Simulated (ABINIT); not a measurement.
Write the native input for ABINIT 10.8.3 (patched build) that does the following.

* Task: equation of state
* Functional: LDA
* Potentials or basis: JTH PAW LDA v2.0
* Cutoff: 599 eV
* k mesh: 7 × 7 × 7
* Occupations: fermi-dirac, width 0.05 eV
* Spin: no spin polarisation
* Fine-grid cutoff: 1197.3 eV

Crystal: PbSe.

```
Pb Se
1.0
     3.78432    0.00000    0.00000
     0.00000    3.78432    0.00000
     0.00000    0.00000    3.78432
Pb Se
1 1
Direct
  0.00000 0.00000 0.00000
  0.50000 0.50000 0.50000
```

Measurements of this composition are mostly on another form, of space group No. 225.

One way to write it, as run:

run.abi

```
# Datasets: one volume each
ndtset 7
getwfk -1
scalecart1 3*0.9795861087
scalecart2 3*0.9864848297
scalecart3 3*0.9932883884
scalecart4 3*1.0000000000
scalecart5 3*1.0066227096
scalecart6 3*1.0131594038
scalecart7 3*1.0196128224

# Pseudopotentials
pp_dirpath "./"
pseudos "Pb.LDA_PW-JTH.xml, Se.LDA_PW-JTH.xml"

# Structure
acell 7.1513321474 7.1513321474 7.1513321474
rprim
     1.0000000000     0.0000000000     0.0000000000
     0.0000000000     1.0000000000     0.0000000000
     0.0000000000     0.0000000000     1.0000000000
ntypat 2
znucl 82 34
natom 2
typat 1 2
xred
     0.0000000000     0.0000000000     0.0000000000
     0.5000000000     0.5000000000     0.5000000000

# Plane-wave basis
ecut 598.650497 eV
pawecutdg 44.0

# k points
kptopt 1
ngkpt 7 7 7
nshiftk 1
shiftk 0.0 0.0 0.0

# Exchange and correlation
ixc 7

# Bands and occupations
nband 14
occopt 3
tsmear 0.00183747

# SCF cycle
nstep 100
tolvrs 1.0e-9

# Output
iomode 3
prtwf 1
prtden 0
prteig 0
prtebands 0
enunit 2
```

Potentials or basis: JTH PAW LDA v2.0.

Command:

```bash
$ abinit run.abi > log 2>&1
```

Results of the run:

```
Equilibrium volume : 24.69 Å³/atom (rough: see the caveat)
Bulk modulus       : 64 GPa (rough)
```

Caveat: pressures at fixed basis lie under the slope of the energies; the minimum lies outside the volumes run.

It took 110 s on 1 thread of AMD EPYC 7R43 64-Core Processor (Zen 3) (shared host), peak memory 0.13 GiB.
